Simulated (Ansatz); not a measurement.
# C: from a trial structure to a relaxed crystal

Theory: DFT PBE, scalar-relativistic, plane waves, PAW in Ansatz. Cutoff 420 eV, Γ-centred k mesh, Gaussian smearing, no spin polarisation in the final step.

C was placed on the hcp structure type (P6_3/mmc, No. 194), at a guessed volume.

```yaml
crystal:
  lattice:
    - [2.56785, 0.00000, 0.00000]
    - [-1.28392, 2.22382, 0.00000]
    - [0.00000, 0.00000, 4.16775]
  atoms:
    - { symbol: C, position: [0.33333, 0.66667, 0.25000] }
    - { symbol: C, position: [0.66667, 0.33333, 0.75000] }
```

Steps on the 9×9×4 mesh (2 atoms). 11 of 14 steps are shown, and the free energy counts from the last. Trial steps that were taken back and renewals of the plane-wave basis can be among the rows.

| step | ΔF (meV/atom) | V (Å³/atom) | P (GPa) |
| --- | --- | --- | --- |
| 1 | 742.9 | 11.90 | -30.01 |
| 2 | 451.0 | 10.33 | -28.89 |
| 3 | 214.1 | 8.95 | -24.63 |
| 5 | 2.9 | 6.93 | -3.54 |
| 6 | 48.2 | 6.39 | 17.20 |
| 7 | 2.4 | 6.84 | 1.79 |
| 8 | -1.8 | 6.87 | -1.05 |
| 9 | -2.0 | 6.85 | -0.83 |
| 10 | -2.3 | 6.78 | 0.21 |
| 12 | 0.0 | 6.80 | -0.48 |
| 14 | 0.0 | 6.78 | -0.04 |

Steps on the 9×9×6 mesh (2 atoms). 8 of 10 steps are shown, and the free energy counts from the last.

| step | ΔF (meV/atom) | V (Å³/atom) | P (GPa) |
| --- | --- | --- | --- |
| 1 | 16.9 | 6.78 | 4.87 |
| 2 | 7.4 | 6.87 | 3.93 |
| 3 | 7.2 | 7.20 | -4.06 |
| 4 | 2.0 | 7.03 | -0.58 |
| 5 | 4.8 | 6.93 | 2.71 |
| 6 | 1.4 | 7.00 | 0.38 |
| 8 | 0.0 | 7.01 | 0.45 |
| 10 | 0.0 | 7.03 | 0.08 |

Steps on the 30×30×16 mesh (2 atoms). 11 of 59 steps are shown, and the free energy counts from the last.

```tsv
step	ΔF (meV/atom)	V (Å³/atom)	P (GPa)
1	535.2	7.03	-1.80
6	421.1	6.87	1.06
12	268.2	6.59	0.06
17	76.9	7.01	5.63
22	48.0	7.68	0.00
27	16.1	8.50	0.03
33	7.5	9.09	0.01
38	1.4	9.52	0.10
43	0.7	9.92	0.06
54	0.4	10.38	0.01
59	0.0	10.50	0.01
```

A final relaxation ran on a 36×36×8 mesh. The relaxed crystal, P6_3/mmc (No. 194):

```cif
data_structure
_symmetry_space_group_name_H-M 'P6_3/mmc'
_symmetry_Int_Tables_number 194
_cell_length_a 1.7179
_cell_length_b 1.7179
_cell_length_c 7.7262
_cell_angle_alpha 90.000
_cell_angle_beta 90.000
_cell_angle_gamma 120.000
_cell_volume 19.75
loop_
_atom_site_label
_atom_site_type_symbol
_atom_site_symmetry_multiplicity
_atom_site_Wyckoff_symbol
_atom_site_fract_x
_atom_site_fract_y
_atom_site_fract_z
_atom_site_occupancy
C1 C 2 c 0.33333 0.66667 0.25000 1
```

```json
{
  "Volume per atom": "9.9 Å³",
  "Density": "2.0 g/cm³",
  "Energy over the standard structure": "3.95 eV/atom",
  "Gap on the 36×36×8 mesh": "0 eV (a metal)"
}
```

Energies count from the standard state of C at the same level.

The final run used a 36×36×8 mesh on its 2-atom cell and 0.10 eV smearing. For metals, differences of a few meV/atom aren't resolved. Weakly bound directions are ill-defined at this level, which has no dispersion term.

Symmetry constrained the relaxation, so the result can be a saddle point.